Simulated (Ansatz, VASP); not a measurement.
One calculation of CdTe, two programs

```
CELL_PARAMETERS angstrom
0.00000 3.04475 3.20500
3.04475 0.00000 3.20500
3.04475 3.04475 0.00000
ATOMIC_POSITIONS crystal
Cd 0.00000 0.00000 0.00000
Te 0.75000 0.75000 0.75000
```

Change from the starting cell: strain -0.050 along x and y, +0.000 along z, atoms carried along.

Alike in both runs: task single point; functional r2SCAN; k mesh 8 × 8 × 8; occupations gaussian, width 0.05 eV; no spin polarisation.

|  | VASP | Ansatz |
| --- | --- | --- |
| version | VASP 6.6.1 | Ansatz 0.2.0 |
| potentials or method | VASP PAW PBE potentials, release 64 (Cd, Te) | scalar-relativistic, plane waves, PAW |
| plane-wave cutoff (eV) | 520 | 500 |
| valence electrons in the cell | 18 | 36 |

```csv
,VASP,Ansatz,Ansatz less VASP
gap on the k mesh at the Fermi level (eV),1.65,1.65,-0.003
least direct gap on the mesh (eV),1.65,1.65,-0.003
pressure (GPa),10.4,10.2,-0.22
largest component of the traceless stress (GPa),0.36,0.35,-0.005
```

The functional is the same, so the differences come from potentials, cutoffs and numerics. The two sets of potentials don't hold the same shells in valence.

Caveats: the PAW data sets were made with another functional, which shifts forces and pressure a little (VASP); spin-orbit coupling is left out, which moves the levels of the heavy elements.
